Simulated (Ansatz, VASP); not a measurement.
**B3As2: VASP beside Ansatz**

```
B As
1.0
     3.52457    0.00000    0.00000
     0.00000    3.52457    0.00000
     0.00000    0.00000    5.19127
B As
3 2
Direct
  0.50000 0.00000 0.99346
  0.00000 0.50000 0.99346
  0.00000 0.00000 0.27214
  0.00000 0.00000 0.72113
  0.50000 0.50000 0.28981
```

Change from the starting cell: species swapped into the Cu3Te2 type (P4mm, No. 99).

Alike in both runs: task single point; functional PBE; k mesh 6 × 6 × 4; occupations gaussian, width 0.1 eV; no spin polarisation.

|  | VASP | Ansatz |
| --- | --- | --- |
| version | VASP 6.6.1 | Ansatz 0.2.0 |
| potentials or method | VASP PAW PBE potentials, release 64 (B, As) | scalar-relativistic, plane waves, PAW |
| plane-wave cutoff (eV) | 520 | 420 |
| valence electrons in the cell | 19 | 39 |

|  | VASP | Ansatz | Ansatz less VASP |
| --- | --- | --- | --- |
| gap on the k mesh at the Fermi level (eV) | none | none | - |
| pressure (GPa) | -1.9 | -2.2 | -0.25 |
| largest component of the traceless stress (GPa) | 2.97 | 2.97 | +0.001 |
| rms of the force components (eV/Å) | 0.295 | 0.305 | +0.0101 |

Atom by atom the forces differ by 0.014 eV/Å (rms over components). A gap of «none» marks a metal or a gap that the smearing closes. The two sets of potentials don't hold the same shells in valence.
